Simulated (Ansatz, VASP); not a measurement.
This is a calculation of BAs for VASP 6.6.1.

File INCAR:

```
ALGO = Normal
EDIFF = 1E-6
EDIFFG = -0.01
ENCUT = 600
GGA = PE
IBRION = 2
ISIF = 3
ISMEAR = -1
IVDW = 13
LASPH = T
LCHARG = F
LREAL = F
LWAVE = F
NELM = 100
NSW = 60
PREC = Accurate
SIGMA = 0.05
```

Contents of KPOINTS:

```
k-points
0
Gamma
  12 8 6
```

Contents of POSCAR:

```
BAs
1.0
    2.1275493300      0.0000000000      0.0000000000
    0.0000000000      3.1740629400      0.0000000000
    0.0000000000      0.0000000000      4.9509801800
B As
1 1
Direct
    0.0000000000      0.5000000000      0.0000000000
    0.5000000000      0.5000000000      0.5000000000
```

Potentials or basis: VASP PAW PBE potentials, release 64 (B, As).

Launch:

```sh
$ cat potpaw_PBE.64/B/POTCAR potpaw_PBE.64/As/POTCAR > POTCAR
$ mpirun -np 1 vasp_std > vasp.out
```

Problem. Set up the same calculation for Ansatz 0.2.0. Potentials there: Ansatz PAW.

Solution. As run (the cutoff follows the program's own potentials):

The input input.yaml:

```yaml
crystal:
  lattice:
    - [2.12754933, 0.0, 0.0]
    - [0.0, 3.17406294, 0.0]
    - [0.0, 0.0, 4.95098018]
  atoms:
    - { symbol: B, position: [0.0, 0.5, 0.0] }
    - { symbol: As, position: [0.5, 0.5, 0.5] }
hamiltonian:
  xc: pbe
  pseudopotentials: { kind: paw }
  dispersion: d4
kpoints:
  mp_grid: { grid: [12, 8, 6] }
scf:
  occupations: { method: fermi_dirac, width: 0.05 }
output:
  forces: true
  stress: true
  eigenvalues: true
relax:
  f_tol: 0.01
  max_steps: 40
  cell: { stress_tol: 0.05 }
```

Potentials or basis: Ansatz PAW.

The run is started by

```sh
$ ansatz run input.yaml --threads 2 --pin off --max-ram 5632MiB --backend cpu --events-out ev --progress --plain --runs-dir out
```

Both were run:

|  | VASP | Ansatz | Ansatz less VASP |
| --- | --- | --- | --- |
| gap on the k mesh at the Fermi level, each at its own relaxed structure (eV) | none | none | - |
| relaxed volume (Å³/atom) | 12.59 | 12.56 | -0.036 |
| relaxed cell length with the largest relative difference (Å) | 3.140 | 3.136 | -0.0041 |
| energy change over the relaxation (meV/atom) | -1183 | -1179 | +4.7 |

A gap of «none» marks a metal or a gap that the smearing closes. The two sets of potentials don't hold the same shells in valence.

Caveats: the volume moved by over 15 % at a fixed basis, so the end points are rough; the plane-wave basis is chosen anew once the cell has moved, so the energies of steps on either side of that aren't comparable (Ansatz).
